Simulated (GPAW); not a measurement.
## Ge in GPAW: the effect of strain uniaxial z

Crystal: Ge.

```
Ge
1.0
     3.99759    0.00000    0.00000
    -1.99879    3.46201    0.00000
     0.00000    0.00000    6.33540
Ge
4
Direct
  0.33333 0.66667 0.93710
  0.66667 0.33333 0.43710
  0.33333 0.66667 0.56290
  0.66667 0.33333 0.06290
```

This isn't the form of Ge at room conditions, which is diamond.

Alike in all runs:

```yaml
Program: GPAW 26.7.0
Task: band structure
Functional: PBEsol
Potentials_or_basis: PAW data sets generated in the run's folder for this functional
Cutoff: 600 eV
Basis: pw
k_mesh: 6 × 6 × 3
Occupations: fermi-dirac, width 0.05 eV
Spin: no spin polarisation
Maxiter: 150
Band_path: GMKGALHA,LM,KH
Band_points: 80
```

```tsv
strain uniaxial z	pressure (GPa)	largest force (eV/Å)
-0.04	3.7	0.53
-0.02	1.8	0.22
-0.01	1.0	0.09
0	0.4	0.02
0.01	?	?
0.02	-0.9	0.20
0.04	-2.0	0.32
```

Problem. What does the run with strain uniaxial z 0.01 give?

Solution. Pressure -0.2 GPa; largest force 0.12 eV/Å.

Worked out: A parabola through the other rows of the pressure, of slope -63.9 GPa per unit of strain uniaxial z there, gives -0.3 GPa, against the run's -0.2. A parabola through the other rows of the largest force, of slope 2.44 eV/Å per unit of strain uniaxial z there, gives 0.07 eV/Å, against the run's 0.12.

Caveats: the density grid can change from cell to cell, which puts small steps into energies and stress.
